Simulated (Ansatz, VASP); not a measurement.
## Bi: VASP beside Ansatz

```xyz
1
Lattice="-1.9660 1.9660 1.9660 1.9660 -1.9660 1.9660 1.9660 1.9660 -1.9660" Properties=species:S:1:pos:R:3 pbc="T T T"
Bi    0.0000    0.0000    0.0000
```

Change from the starting cell: volume scaled by 0.96, crystal datasets.

Alike in both runs: task electric field gradients; functional PBE; k mesh 13 × 13 × 13; occupations fermi-dirac, width 0.08 eV; no spin polarisation.

|  | VASP | Ansatz |
| --- | --- | --- |
| version | VASP 6.6.1 | Ansatz 0.2.0 |
| potentials or method | VASP PAW PBE potentials, release 64 (Bi_d), cutoff 520 eV | all-electron PAW with datasets made for the crystal, scalar-relativistic |

|  | VASP | Ansatz | Ansatz less VASP |
| --- | --- | --- | --- |
| pressure (GPa) | 2.3 | 2.4 | +0.08 |
| Vzz of the field gradient on the site that differs most (V/Å²) | 0.0 | 0.0 | 0.00 |

Ansatz ran all-electron here, so the differences hold the error of VASP's frozen core and of both bases. Ansatz warned: «gradients_without_spin_orbit».
